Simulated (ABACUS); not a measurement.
# ZrO2: equation of state with PBEsol

ZrO2:

```xyz
3
Lattice="0.0000 2.5451 2.5451 2.5451 0.0000 2.5451 2.5451 2.5451 0.0000" Properties=species:S:1:pos:R:3 pbc="T T T"
Zr    0.0000    0.0000    0.0000
O     3.8176    3.8176    3.8176
O     1.2725    1.2725    1.2725
```

Measurements of this composition are mostly on another form, of space group No. 14.

```json
{"Program": "ABACUS 3.10.1", "Task": "equation of state", "Functional": "PBEsol", "Potentials or basis": "PseudoDojo NC SR 0.4.1 PBE standard", "Cutoff": "1143 eV", "Density cutoff": "4572 eV", "Basis": "plane waves", "k mesh": "7 × 7 × 7", "Occupations": "fermi-dirac, width 0.05 eV", "Spin": "no spin polarisation", "Radial cutoff of the potentials (pseudo_rcut)": "10 bohr", "SCF threshold on the density": "1e-08", "Max SCF steps": "100", "Eigensolver": "dav", "Mixing": "broyden", "Mixing share": "0.7", "Symmetry key": "1", "Bands": "16"}
```

```
Equilibrium volume                      : 10.82 Å³/atom
Bulk modulus                            : 254 GPa
Pressure derivative of the bulk modulus : 4.2 (rough: it moves with the points fitted)
```

Energy against volume, from the lowest point:
```tsv
volume (Å³/atom)	energy (meV/atom)
10.331	19.12
10.770	0.00
11.210	10.06
11.650	43.71
```

All runs of the series together: 10 s on 4 threads of AMD EPYC 9R45 96-Core Processor (Zen 5), with other jobs on the host.

Caveat: the potentials were made for another functional, which shifts forces and pressure.
